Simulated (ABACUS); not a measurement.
# InP (F-43m) in ABACUS: settings compared, part 2 of 2

ABACUS 3.10.1. Earlier steps stand in the parts before.

**3. Relaxation of cell and atoms, SCAN**

Contents of run_abacus.py:

```python
"""Relaxation by an ASE optimiser with ABACUS as a small file-based calculator."""
import re
import subprocess
import spglib
from ase import Atoms
import numpy as np
from ase.calculators.calculator import Calculator, all_changes
from ase.filters import FrechetCellFilter
from ase.io import read
from ase.optimize import BFGS
from ase.stress import full_3x3_to_voigt_6_stress
from ase.units import Bohr, GPa

atoms = read("InP.cif")
cell, frac, numbers = spglib.standardize_cell((atoms.cell[:], atoms.get_scaled_positions(), atoms.numbers), to_primitive=True, symprec=1e-4)
atoms = Atoms(numbers=numbers, cell=cell, scaled_positions=frac, pbc=True)  # the primitive cell
atoms = atoms[(-atoms.numbers).argsort(kind="stable")]  # ABACUS lists atoms element by element
pseudo = {'In': 'In_ONCV_PBE-1.2.upf', 'P': 'P_ONCV_PBE-1.2.upf'}
orbital = {'In': 'In_confined-atom_8au_2s2p2d.orb', 'P': 'P_confined-atom_7au_2s2p1d.orb'}
magmoms = None
kmesh = [6, 6, 6]
params = {
    'suffix': 'InP',
    'calculation': 'scf',
    'basis_type': 'lcao',
    'pseudo_dir': './',
    'orbital_dir': './',
    'symmetry': 1,
    'dft_functional': 'scan',
    'ecutwfc': 100,
    'pseudo_rcut': 10,
    'nspin': 1,
    'nbands': 13,
    'ks_solver': 'scalapack_gvx',
    'smearing_method': 'fd',
    'smearing_sigma': 0.00367493,
    'scf_thr': 1e-07,
    'scf_nmax': 100,
    'mixing_type': 'broyden',
    'mixing_beta': 0.7,
    'cal_force': 1,
    'cal_stress': 1,
    'mixing_tau': 1,
    'out_mul': 1,
}

def write_input(atoms):
    symbols = atoms.get_chemical_symbols()
    elements = list(dict.fromkeys(symbols))
    lines = ["ATOMIC_SPECIES"] + [f"{e} {atoms.get_masses()[symbols.index(e)]:.4f} {pseudo[e]}" for e in elements]
    if orbital:
        lines += ["", "NUMERICAL_ORBITAL"] + [orbital[e] for e in elements]
    lines += ["", "LATTICE_CONSTANT", f"{1 / Bohr:.10f}", "", "LATTICE_VECTORS"]
    lines += [" ".join(f"{x:.10f}" for x in v) for v in atoms.cell]
    lines += ["", "ATOMIC_POSITIONS", "Direct"]
    for e in elements:
        lines += ["", e, "0.0", str(symbols.count(e))]
        for i, p in enumerate(atoms.get_scaled_positions(wrap=False)):
            if symbols[i] == e:
                mag = "" if magmoms is None else " mag " + " ".join(str(x) for x in (magmoms[i] if isinstance(magmoms[i], list) else [magmoms[i]]))
                lines.append(" ".join(f"{x:.10f}" for x in p) + " 1 1 1" + mag)
    open("STRU", "w").write("\n".join(lines) + "\n")
    open("KPT", "w").write("K_POINTS\n0\nGamma\n%d %d %d 0 0 0\n" % tuple(kmesh))
    open("INPUT", "w").write("INPUT_PARAMETERS\n" + "".join(f"{k:<20s}{v}\n" for k, v in params.items()))

class Abacus(Calculator):
    implemented_properties = ["energy", "free_energy", "forces", "stress"]

    def calculate(self, atoms=None, properties=("energy",), system_changes=all_changes):
        super().calculate(atoms, properties, system_changes)
        write_input(self.atoms)
        subprocess.run(['mpirun', '-np', '4', 'abacus'], check=True)
        log = open("OUT.InP/running_scf.log").read()
        if "charge density convergence is achieved" not in log:
            raise RuntimeError("SCF not converged")
        rows = lambda title, n: np.array([l.split()[-3:] for l in log.split(title)[-1].split("\n")[2:2 + n]], float)
        energy = float(re.findall(r"FINAL_ETOT_IS (\S+)", log)[-1])
        stress = -rows("TOTAL-STRESS", 3) / 10 * GPa  # ABACUS prints kbar, compression positive
        self.results = dict(energy=energy, free_energy=energy, forces=rows("TOTAL-FORCE", len(self.atoms)), stress=full_3x3_to_voigt_6_stress(stress))

atoms.calc = Abacus()
opt = BFGS(FrechetCellFilter(atoms), logfile="opt.log", trajectory="relax.traj")
print("optimiser converged:", opt.run(fmax=0.01, steps=60))
```

Contents of InP.cif:

```cif
data_InP
_cell_length_a 5.86100000
_cell_length_b 5.86100000
_cell_length_c 5.86100000
_cell_angle_alpha 90.00000000
_cell_angle_beta 90.00000000
_cell_angle_gamma 90.00000000
_space_group_name_H-M_alt 'F-43m'
_space_group_name_Hall 'F -4 2 3'
_space_group_IT_number 216
loop_
_space_group_symop_operation_xyz
'x,y,z'
'y,-x,-z'
'-x,-y,z'
'-y,x,-z'
'x,-y,-z'
'y,x,z'
'-x,y,-z'
'-y,-x,z'
'z,x,y'
'-z,y,-x'
'z,-x,-y'
'-z,-y,x'
'-z,x,-y'
'z,y,x'
'-z,-x,y'
'z,-y,-x'
'y,z,x'
'-x,-z,y'
'-y,z,-x'
'x,-z,-y'
'-y,-z,x'
'x,z,y'
'y,-z,-x'
'-x,z,-y'
'x,y+1/2,z+1/2'
'y,-x+1/2,-z+1/2'
'-x,-y+1/2,z+1/2'
'-y,x+1/2,-z+1/2'
'x,-y+1/2,-z+1/2'
'y,x+1/2,z+1/2'
'-x,y+1/2,-z+1/2'
'-y,-x+1/2,z+1/2'
'z,x+1/2,y+1/2'
'-z,y+1/2,-x+1/2'
'z,-x+1/2,-y+1/2'
'-z,-y+1/2,x+1/2'
'-z,x+1/2,-y+1/2'
'z,y+1/2,x+1/2'
'-z,-x+1/2,y+1/2'
'z,-y+1/2,-x+1/2'
'y,z+1/2,x+1/2'
'-x,-z+1/2,y+1/2'
'-y,z+1/2,-x+1/2'
'x,-z+1/2,-y+1/2'
'-y,-z+1/2,x+1/2'
'x,z+1/2,y+1/2'
'y,-z+1/2,-x+1/2'
'-x,z+1/2,-y+1/2'
'x+1/2,y,z+1/2'
'y+1/2,-x,-z+1/2'
'-x+1/2,-y,z+1/2'
'-y+1/2,x,-z+1/2'
'x+1/2,-y,-z+1/2'
'y+1/2,x,z+1/2'
'-x+1/2,y,-z+1/2'
'-y+1/2,-x,z+1/2'
'z+1/2,x,y+1/2'
'-z+1/2,y,-x+1/2'
'z+1/2,-x,-y+1/2'
'-z+1/2,-y,x+1/2'
'-z+1/2,x,-y+1/2'
'z+1/2,y,x+1/2'
'-z+1/2,-x,y+1/2'
'z+1/2,-y,-x+1/2'
'y+1/2,z,x+1/2'
'-x+1/2,-z,y+1/2'
'-y+1/2,z,-x+1/2'
'x+1/2,-z,-y+1/2'
'-y+1/2,-z,x+1/2'
'x+1/2,z,y+1/2'
'y+1/2,-z,-x+1/2'
'-x+1/2,z,-y+1/2'
'x+1/2,y+1/2,z'
'y+1/2,-x+1/2,-z'
'-x+1/2,-y+1/2,z'
'-y+1/2,x+1/2,-z'
'x+1/2,-y+1/2,-z'
'y+1/2,x+1/2,z'
'-x+1/2,y+1/2,-z'
'-y+1/2,-x+1/2,z'
'z+1/2,x+1/2,y'
'-z+1/2,y+1/2,-x'
'z+1/2,-x+1/2,-y'
'-z+1/2,-y+1/2,x'
'-z+1/2,x+1/2,-y'
'z+1/2,y+1/2,x'
'-z+1/2,-x+1/2,y'
'z+1/2,-y+1/2,-x'
'y+1/2,z+1/2,x'
'-x+1/2,-z+1/2,y'
'-y+1/2,z+1/2,-x'
'x+1/2,-z+1/2,-y'
'-y+1/2,-z+1/2,x'
'x+1/2,z+1/2,y'
'y+1/2,-z+1/2,-x'
'-x+1/2,z+1/2,-y'
loop_
_atom_site_label
_atom_site_type_symbol
_atom_site_symmetry_multiplicity
_atom_site_Wyckoff_symbol
_atom_site_fract_x
_atom_site_fract_y
_atom_site_fract_z
_atom_site_occupancy
In1 In 4 a 0.0000000000 0.0000000000 0.0000000000 1
P1 P 4 c 0.2500000000 0.2500000000 0.2500000000 1
```

Potentials or basis: SG15 ONCV 1.2 PBE, DZP LCAO (the cutoffs set its grid).

Command:

```bash
$ OMP_NUM_THREADS=1 python run_abacus.py > log
```

Run time: 47 s. Hardware: 4 MPI ranks of Intel Xeon Platinum 8488C (Sapphire Rapids), shared host; peak memory 0.44 GiB.

The run converged. Its results:

```
Free energy                            : -1593.6083 eV
Relaxed volume                         : 25.53 Å³/atom
Relaxed cell                           : a = 4.164 Å, b = 4.164 Å, c = 4.164 Å, α = 60.00°, β = 60.00°, γ = 60.00°
Space group after relaxing (to 0.05 Å) : F-43m (No. 216)
Energy gained by relaxing              : 0.2 meV/atom
Ionic steps                            : 3
Pressure after relaxing                : 0.0 GPa
Band gap on the k mesh                 : 0.82 eV, direct
Mulliken charges                       : In -0.03; P +0.03 e
```

The path:
```
step  energy change (eV)  largest force (eV/Å)  pressure (GPa)  volume (Å³)
   1              0.0000                0.0000            1.04        50.33
   2             -0.0010                0.0000            0.78        50.51
   3             -0.0005                0.0000            0.03        51.06
```

Final structure:
```yaml
crystal:
  lattice:
    - [0.00000, 2.94454, 2.94454]
    - [2.94454, 0.00000, 2.94454]
    - [2.94454, 2.94454, 0.00000]
  atoms:
    - { symbol: In, position: [0.00000, 0.00000, 0.00000] }
    - { symbol: P, position: [0.25000, 0.25000, 0.25000] }
```

Levels at points of the mesh, in eV from the valence-band top:
```
           k point  band 5  band 6  band 7  band 8  band 9  band 10  band 11  band 12  band 13
(0.00, 0.00, 0.00)  -13.74  -12.13    0.00    0.00    0.00     0.82     4.21     4.21     4.21
(0.50, 0.50, 0.50)  -13.73  -10.30   -6.05   -1.06   -1.06     1.58     5.06     5.06     8.20
(0.50, 0.50, 0.00)  -13.70   -9.62   -6.12   -2.47   -2.47     2.00     2.54    10.05    10.05
```

Caveat: the atomic orbitals were generated for these runs and aren't a published set; Mulliken charges move with the basis; the potentials were made for another functional, which shifts forces and pressure; spin-orbit coupling is left out, which moves the levels of the heavy elements; the basis of atomic orbitals isn't converged, which shifts pressures, moduli and gaps.

**4. Single point, PBE**

Contents of INPUT:

```
INPUT_PARAMETERS
suffix              InP
calculation         scf
basis_type          lcao
pseudo_dir          ./
orbital_dir         ./
symmetry            1
dft_functional      pbe
ecutwfc             100
pseudo_rcut         10
nspin               1
nbands              17
ks_solver           genelpa
smearing_method     fd
smearing_sigma      0.00367493
scf_thr             1e-07
scf_nmax            100
mixing_type         broyden
mixing_beta         0.7
cal_force           1
cal_stress          1
out_mul             1
out_chg             1
```

Contents of STRU:

```
ATOMIC_SPECIES
In 114.8180 In.upf
P 30.9738 P.upf

NUMERICAL_ORBITAL
In_confined-atom_8au_2s2p1d.orb
P_confined-atom_7au_1s1p.orb

LATTICE_CONSTANT
1.8897261246

LATTICE_VECTORS
0.0000000000 2.9305000000 2.9305000000
2.9305000000 0.0000000000 2.9305000000
2.9305000000 2.9305000000 0.0000000000

ATOMIC_POSITIONS
Cartesian

In
0.0
1
0.0000000000 0.0000000000 0.0000000000 1 1 1

P
0.0
1
4.3957500000 4.3957500000 4.3957500000 1 1 1
```

Contents of KPT:

```
K_POINTS
0
Gamma
7 7 7 0 0 0
```

Potentials or basis: PseudoDojo NC SR 0.5 PBE stringent, SZ LCAO (the cutoffs set its grid).

Command:

```bash
$ OMP_NUM_THREADS=1 mpirun -np 4 abacus > log
```

Run time: 2.4 s. Hardware: 4 MPI ranks of AMD EPYC 9R14 (Zen 4), shared host; peak memory 0.36 GiB.

These settings aren't checked as converged: the numbers below hold their error.

Results:

```
Free energy            : -5615.0885 eV
Pressure               : 7.6 GPa
Band gap on the k mesh : 0.95 eV, direct
Mulliken charges       : In +0.42; P -0.42 e
```

Caveat: the atomic orbitals were generated for these runs and aren't a published set; Mulliken charges move with the basis; spin-orbit coupling is left out, which moves the levels of the heavy elements; the basis of atomic orbitals isn't converged, which shifts pressures, moduli and gaps.

**5. Comparison with measurements**

Step 2. A measured gap of InP is 1.4236 eV (direct; 1.6 K; a printed reference work, data compilation); the calculated 0.91 eV misses it by -0.51 eV. Spin-orbit coupling on In is left out. The value is that of SCAN in an atomic basis (SG15 ONCV 1.2 PBE, DZP LCAO (the cutoffs set its grid)), whose error adds to the functional's,, without temperature or zero-point motion.
